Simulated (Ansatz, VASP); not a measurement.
## Zn2SnN3: VASP beside Ansatz

```xyz
6
Lattice="3.6138 2.0864 3.5654 -3.6138 2.0864 3.5654 0.0000 -4.1728 3.5654" Properties=species:S:1:pos:R:3 pbc="T T T"
Zn    0.0000    0.0000    3.6071
Zn    0.0000    0.0000    7.0893
Sn    0.0000    0.0000    0.0000
N     0.0000    0.0000    8.8501
N     0.0000    0.0000    1.8463
N     0.0000    0.0000    5.3482
```

Alike in both runs: functional PBE; k mesh 6 × 6 × 6; occupations gaussian, width 0.1 eV; no spin polarisation.

Ansatz relaxed the structure, and its values are those at the end. VASP's run is a single point on that final structure, the one shown.

```csv
,VASP,Ansatz
version,VASP 6.6.1,Ansatz 0.2.0
potentials or method,"VASP PAW PBE potentials, release 64 (Zn, Sn_d, N)","scalar-relativistic, plane waves, PAW"
plane-wave cutoff (eV),520,420
valence electrons in the cell,53,53
```

```csv
,VASP,Ansatz,Ansatz less VASP
gap on the k mesh at the Fermi level (eV),none,none,-
pressure (GPa),0.2,0.0,-0.16
rms of the force components (eV/Å),0.088,0.000,-0.0880
```

A gap of «none» marks a metal or a gap that the smearing closes. The functional is the same, so the differences come from potentials, cutoffs and numerics.
